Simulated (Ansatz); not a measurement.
## What a change of settings does: Si (graphite type)

First run: DFT, PBE, PAW with Ansatz's default frozen-core files, scalar-relativistic (Ansatz 0.2.0).

Command: `ansatz run input.yaml --threads 1 --pin off --max-ram 3072MiB --backend cpu --events-out ev --progress --plain --runs-dir out` It took 10 s on 1 thread of AMD EPYC 9R14 (Zen 4) (shared host), peak memory 0.39 GiB.

```yaml
crystal:
  lattice:
    - [3.2014382066, 0.0, 0.0]
    - [-1.6007191033, 2.7725268156, 0.0]
    - [0.0, 0.0, 6.1390828342]
  atoms:
    - { symbol: Si, position: [0.0, 0.0, 0.25] }
    - { symbol: Si, position: [0.0, 0.0, 0.75] }
    - { symbol: Si, position: [0.3333333333, 0.6666666667, 0.25] }
    - { symbol: Si, position: [0.6666666667, 0.3333333333, 0.75] }
kpoints:
  mp_grid: { grid: [10, 10, 4] }
scf:
  occupations: { method: fermi_dirac, width: 0.05 }
hamiltonian:
  xc: pbe
  pseudopotentials: { kind: paw }
output:
  forces: true
  stress: true
relax:
  f_tol: 0.005
  max_steps: 30
  cell: { stress_tol: 0.43, fix: [volume] }
```

The cell comes from a relaxation on PAW files under the same functional, begun from a prototype that needn't be the stable phase.

This run: shape and atoms relaxed at 0.55 of the base cell's volume.

It converges in 67 SCF iterations over all geometries at a pressure of 44.5 GPa, ending at 13.62 Å³/atom, cutoff 420 eV.

The input is then changed:

```diff
 kpoints:
-  mp_grid: { grid: [10, 10, 4] }
+  mp_grid: { grid: [10, 10, 4], shift: [0.5, 0.5, 0.5] }
 scf:
```

Task: What does the second run give?

Result: It converges in 138 SCF iterations over all geometries at a pressure of 14.37 GPa, largest force 0.003 eV/Å, ending at 13.62 Å³/atom, cutoff 420 eV, free energy -0.57 eV/atom against the first run's.
